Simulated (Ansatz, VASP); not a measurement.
## Ag: programs and potentials compared

The starting cell:

```xyz
1
Lattice="0.0000 2.0427 2.0427 2.0427 0.0000 2.0427 2.0427 2.0427 0.0000" Properties=species:S:1:pos:R:3 pbc="T T T"
Ag    0.0000    0.0000    0.0000
```

Alike in all runs: task relaxation of cell and atoms; functional RPBE; dispersion D4; k mesh 11 × 11 × 11; occupations fermi-dirac, width 0.05 eV; no spin polarisation; no spin-orbit coupling.

```json
{"program and potentials": "Ansatz, Ansatz PAW", "plane-wave cutoff (eV)": "420", "notes": "potentials made for PBE, which Ansatz adapts in part; 19 valence electrons an atom on average", "equilibrium volume (Å³/atom)": "16.88"}
{"program and potentials": "Ansatz, all-electron LAPW, scalar-relativistic", "plane-wave cutoff (eV)": "-", "notes": "-", "equilibrium volume (Å³/atom)": "16.88"}
{"program and potentials": "VASP, PBE PAW files Ag, 600 eV", "plane-wave cutoff (eV)": "600", "notes": "potentials made for PBE; 11 valence electrons an atom on average", "equilibrium volume (Å³/atom)": "16.84"}
```

The equilibrium volume spans 16.84 (VASP, PBE PAW files Ag, 600 eV) to 16.88 Å³/atom (Ansatz, Ansatz PAW), with all-electron results at 16.88. Some sets were made for another functional than the one run, which can shift their rows. Relaxations stop with a little pressure left, so the last digit of a volume isn't settled.

Differences between rows come from potentials, basis sets and numerical settings, since the functional is the same but for its coding. Runs on potential files found faulty are left out.
